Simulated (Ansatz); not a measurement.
# SnO2: what symmetry allows forces and stress to be

```
Sn O
1.0
     1.66564    0.96166    4.51265
    -1.66564    0.96166    4.51265
     0.00000   -1.92331    4.51265
Sn O
1 2
Direct
  0.50000 0.50000 0.50000
  0.24567 0.24567 0.24567
  0.75433 0.75433 0.75433
```

These are results of DFT PBE, scalar-relativistic, plane waves, PAW (Ansatz 0.2.0), not measurements.

Plane waves to 420 eV, a k mesh through Γ of 12×12×12 on the computed 3-atom cell and Gaussian smearing (0.02 eV); no spin polarisation.

This distorted cell has space group R-3m, with 12 operations.

Task: Without a calculation: in which directions can each atom feel a force?

Result: A force must be left unchanged by every operation that keeps its atom in place, so it lies in the space that those operations leave fixed. Atoms that the group maps onto each other feel forces of one size.
| atom | site symmetry | operations at the site | equivalent to atom | allowed force (Cartesian) |
| --- | --- | --- | --- | --- |
| Sn1 | -3m | 12 | 1 | none |
| O2 | 3m | 6 | 2 | along (0.00, 0.00, 1.00) |
| O3 | 3m | 6 | 2 | along (0.00, 0.00, 1.00) |

That leaves 1 independent force component of 9. A relaxation in this cell that keeps the symmetry moves the atoms in these directions alone.

Task: And the stress tensor?

Result: It must be invariant under the point group, which leaves 2 independent components: yz, xz, xy vanish; xx = yy.

Task: Do the computed values obey this?

Result: Yes. Forces (eV/Å):
```
Sn1  0.000  0.000  0.000
O2   0.000  0.000 -1.282
O3   0.000  0.000  1.282
```

Stress (GPa, compression positive, xx yy zz yz xz xy): -13.55 -13.55 -8.94 0.00 0.00 0.00. The program imposes the same operations on density, forces and stress, so this confirms the analysis and is no independent test of the calculation.

The cell holds layers, and where no dispersion correction was added their binding is poorly described.

This form isn't the usual stable structure of the compound.